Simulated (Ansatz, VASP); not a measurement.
## Sb in VASP and in Ansatz

The input INCAR:

```
SYSTEM = Sb
PREC = Accurate
ENCUT = 520
EDIFF = 1E-7
ISMEAR = 0
SIGMA = 0.15
LREAL = .False.
LASPH = .True.
NELM = 100
ALGO = Normal
ISIF = 2
LWAVE = .False.
LCHARG = .True.
GGA = PS
LELF = .True.
LVHAR = .True.
NBANDS = 18
```

KPOINTS

```
regular mesh
0
Gamma
  12 12 4
  0 0 0
```

POSCAR

```
Sb
1.0
    3.3225106517      0.0000000000      0.0000000000
   -1.6612553259      2.8773786287      0.0000000000
    0.0000000000      0.0000000000     10.9354826097
Sb
4
Direct
    0.3486455096      0.6732534677      0.1244005625
    0.3180211571      0.6600798656      0.6255994375
    0.6714162109      0.3399845580      0.3747126610
    0.6619171224      0.3266821087      0.8752873390
```

Input for Ansatz:

```yaml
crystal:
  lattice:
    - [3.3225106517, 0.0, 0.0]
    - [-1.6612553259, 2.8773786287, 0.0]
    - [0.0, 0.0, 10.9354826097]
  atoms:
    - { symbol: Sb, position: [0.3486455096, 0.6732534677, 0.1244005625] }
    - { symbol: Sb, position: [0.3180211571, 0.6600798656, 0.6255994375] }
    - { symbol: Sb, position: [0.6714162109, 0.339984558, 0.374712661] }
    - { symbol: Sb, position: [0.6619171224, 0.3266821087, 0.875287339] }
basis:
  ecutwfc: 420
kpoints:
  mp_grid: { grid: [12, 12, 4] }
hamiltonian:
  xc: pbesol
scf:
  occupations: { method: gaussian, width: 0.15 }
output:
  forces: true
  stress: true
  eigenvalues: true
```

Alike in both runs: task single point; functional PBEsol; k mesh 12 × 12 × 4; occupations gaussian, width 0.15 eV; no spin polarisation.

|  | VASP | Ansatz |
| --- | --- | --- |
| version | VASP 6.6.1 | Ansatz 0.2.0 |
| potentials or method | VASP PAW PBE potentials, release 64 (Sb) | scalar-relativistic, plane waves, PAW |
| plane-wave cutoff (eV) | 520 | 420 |
| valence electrons in the cell | 20 | 60 |

```csv
,VASP,Ansatz,Ansatz less VASP
gap on the k mesh at the Fermi level (eV),none,none,-
pressure (GPa),0.0,0.0,0.00
rms of the force components (eV/Å),0.011,0.011,-0.0002
```

Atom by atom the forces differ by 0.000 eV/Å (rms over components). A gap of «none» marks a metal or a gap that the smearing closes. The two sets of potentials don't hold the same shells in valence.

Caveats: the PAW data sets were made with another functional, which shifts forces and pressure a little (VASP). Spin-orbit coupling is left out, which matters for the levels of Sb.
